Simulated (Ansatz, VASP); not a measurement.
# BeSe: VASP beside Ansatz

The input INCAR:

```
SYSTEM = BeSe
  PREC = Accurate
  ENCUT = 520
  EDIFF = 1E-6
  ISMEAR = 0
  SIGMA = 0.01
  LREAL = .False.
  LASPH = .True.
  NELM = 80
  ALGO = Normal
  ISIF = 2
  LWAVE = .False.
  LCHARG = .False.
  GGA = PS
  NBANDS = 11
```

The input KPOINTS:

```
Automatic mesh
0
Gamma
  6 6 6
  0 0 0
```

File POSCAR:

```
BeSe
1.0
    0.0000000000      2.5810355899      2.5810355899
    2.5810355899      0.0000000000      2.5810355899
    2.5810355899      2.5810355899      0.0000000000
Be Se
1 1
Direct
    0.0000000000      0.0000000000      0.0000000000
    0.2500000000      0.2500000000      0.2500000000
```

Input for Ansatz:

```yaml
crystal:
  lattice:
    - [0.0, 2.5810355899, 2.5810355899]
    - [2.5810355899, 0.0, 2.5810355899]
    - [2.5810355899, 2.5810355899, 0.0]
  atoms:
    - { symbol: Be, position: [0.0, 0.0, 0.0] }
    - { symbol: Se, position: [0.25, 0.25, 0.25] }
kpoints:
  mp_grid: { grid: [6, 6, 6] }
hamiltonian:
  xc: pbesol
scf:
  occupations: { method: fixed }
  n_extra_bands: 4
output:
  forces: true
  stress: true
  eigenvalues: true
```

Alike in both runs: task single point; functional PBEsol; k mesh 6 × 6 × 6; no spin polarisation.

```csv
,VASP,Ansatz
version,VASP 6.6.1,Ansatz 0.2.0
potentials or method,"VASP PAW PBE potentials, release 64 (Be, Se)","plane waves, PAW"
plane-wave cutoff (eV),520,420
occupations,"gaussian, width 0.01 eV",fixed
valence electrons in the cell,8,18
```

```tsv
	VASP	Ansatz	Ansatz less VASP
gap on the k mesh at the Fermi level (eV)	2.49	2.51	+0.014
pressure (GPa)	-1.2	-1.4	-0.28
```

The two sets of potentials don't hold the same shells in valence.

Caveats: the PAW data sets were made with another functional, which shifts forces and pressure a little (VASP). A k mesh can miss the band edges. PBEsol gaps usually lie below the measured ones, often by a third to a half.
